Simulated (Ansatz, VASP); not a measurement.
One calculation of TiB2, two programs

The input INCAR:

```
ALGO = Normal ; EDIFF = 1E-6
ENCUT = 520 ; GGA = PE
ISIF = 2 ; ISMEAR = -1
LASPH = T ; LCHARG = F
LREAL = F ; LWAVE = F
NBANDS = 16 ; NELM = 80
PREC = Accurate ; SIGMA = 0.08
```

File KPOINTS:

```
k-points
0
Gamma
  15 15 13
```

Contents of POSCAR:

```
TiB2
1.0
    2.9383222556      0.0000000000      0.0000000000
   -1.4691611278      2.5446617178      0.0000000000
    0.0000000000      0.0000000000      3.2284000000
Ti B
1 2
Direct
    0.0000000000      0.0000000000      0.0000000000
    0.3333333333      0.6666666667      0.5000000000
    0.6666666667      0.3333333333      0.5000000000
```

Input for Ansatz:

```yaml
crystal:
  lattice:
    - [2.9383222556, 0.0, 0.0]
    - [-1.4691611278, 2.5446617178, 0.0]
    - [0.0, 0.0, 3.2284]
  atoms:
    - { symbol: Ti, position: [0.0, 0.0, 0.0] }
    - { symbol: B, position: [0.3333333333, 0.6666666667, 0.5] }
    - { symbol: B, position: [0.6666666667, 0.3333333333, 0.5] }
kpoints:
  mp_grid: { grid: [15, 15, 13] }
  band_path:
    path:
      - [0.0, 0.0, 0.0]
      - [0.5, 0.0, 0.0]
      - [0.3333333333, 0.3333333333, 0.0]
      - [0.0, 0.0, 0.0]
      - [0.0, 0.0, 0.5]
      - [0.5, 0.0, 0.5]
      - [0.3333333333, 0.3333333333, 0.5]
      - [0.0, 0.0, 0.5]
      - [0.5, 0.0, 0.5]
    npoints: 5
scf:
  occupations: { method: fermi_dirac, width: 0.08 }
hamiltonian:
  xc: pbe
  pseudopotentials: { kind: all_electron, lapw: { basis_error: 0.001 } }
output:
  forces: true
  stress: true
  eigenvalues: true
```

Change from the starting cell: equal xx and yy strain of -3 %.

Alike in both runs: task single point; functional PBE; k mesh 15 × 15 × 13; occupations fermi-dirac, width 0.08 eV; no spin polarisation.

```csv
,VASP,Ansatz
version,VASP 6.6.1,Ansatz 0.2.0
potentials or method,"VASP PAW PBE potentials, release 64 (Ti_sv, B)","all-electron LAPW, scalar-relativistic"
plane-wave cutoff (eV),520,see its input
```

Ansatz gave:

```
pressure (GPa)                                  : 19.1
largest component of the traceless stress (GPa) : 12.45
```

Task: Estimate VASP's values.

Result: Pressure (GPa): 19.4; largest component of the traceless stress (GPa): 12.47.

Ansatz ran all-electron here, so the differences hold the error of VASP's frozen core and of both bases.

Caveats: so large a pressure means that the cell lies far from this level's equilibrium, or that cutoff or potentials fall short (VASP).
